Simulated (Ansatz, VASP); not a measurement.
## Ge: VASP and Ansatz over several settings

```xyz
2
Lattice="0.0000 2.8844 2.8844 2.8844 0.0000 2.8844 2.8844 2.8844 0.0000" Properties=species:S:1:pos:R:3 pbc="T T T"
Ge    4.3266    4.3266    4.3266
Ge    2.8844    2.8844    2.8844
```

Change from the starting cell: volume scaled by 1.06.

Single points on this cell with VASP 6.6.1 and Ansatz 0.2.0. Each row is one pair of runs. Alike in all rows: spin: off; k mesh: 8 × 8 × 8; smearing: fermi-dirac, width 0.05 eV; VASP's potentials, cutoff: VASP PAW PBE potentials, release 64 (Ge_d), 520 eV.

```tsv
level	Ansatz's potentials, cutoff	gap on the k mesh at the Fermi level (eV), VASP	gap on the k mesh at the Fermi level (eV), Ansatz	pressure (GPa), VASP	pressure (GPa), Ansatz
PBE	Ansatz NC, 1061 eV	none	none	-0.3	-0.2
PBE	Ansatz PAW, 420 eV	none	none	-0.3	-0.2
PBE	Ansatz PAW polarizable, 420 eV	none	none	-0.3	-0.2
PBE	PseudoDojo standard (PBE files), 1061 eV	none	none	-0.3	-0.1
PBE	Ansatz PAW earlier set, 560 eV	none	none	-0.3	-0.2
PBE	JTH PAW, 1080 eV	none	none	-0.3	-0.1
PBE	SPMS NC, 680 eV	none	none	-0.3	-0.1
PBE	PseudoDojo stringent (PBE files), 1687 eV	none	none	-0.3	-0.2
```

Pressure (GPa): the two programs differ by at most 0.24.

A gap of «none» marks a metal or a gap that the smearing closes.
